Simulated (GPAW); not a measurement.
The system is MgS.

```
S Mg
1.0
     4.03462    0.00000    0.00000
    -2.01731    3.49409    0.00000
     0.00000    0.00000    6.43229
S Mg
2 2
Direct
  0.66667 0.33333 0.87924
  0.33333 0.66667 0.37924
  0.33333 0.66667 0.99575
  0.66667 0.33333 0.49575
```

The cell comes from a database or a generator and needn't be the stable form of this composition.

```yaml
Program: GPAW 26.7.0
Task: relaxation of cell and atoms
Functional: RPBE
Potentials_or_basis: the program's PAW data sets (release 1.2.1) made for this functional
Cutoff: 800 eV
Basis: pw
k_mesh: 6 × 6 × 3
Occupations: fermi-dirac, width 0.05 eV
Spin: no spin polarisation
```

At the start: pressure 2.8 GPa; volume 22.67 Å³/atom.

Q: Where does the relaxation end?

A: Over 6 steps the energy falls by 9.6 meV/atom and the volume is 23.81 Å³/atom (+5.0 %); space group P6_3mc (No. 186, to 0.05 Å).

Step by step:
```csv
step,energy change (eV),largest force (eV/Å),pressure (GPa),volume (Å³)
1,0.0000,0.0451,2.76,90.68
2,-0.0064,0.0379,2.50,91.06
3,-0.0378,0.0193,0.15,94.88
4,-0.0380,0.0175,0.03,95.10
5,-0.0381,0.0119,-0.02,95.18
6,-0.0382,0.0015,-0.05,95.25
```

Final structure:
```
CELL_PARAMETERS angstrom
4.10160 0.00000 0.00000
-2.05080 3.55209 0.00000
0.00000 0.00000 6.53753
ATOMIC_POSITIONS crystal
S 0.66667 0.33333 0.87842
S 0.33333 0.66667 0.37842
Mg 0.33333 0.66667 0.99658
Mg 0.66667 0.33333 0.49658
```

Caveat: later steps reuse the first step's grids.
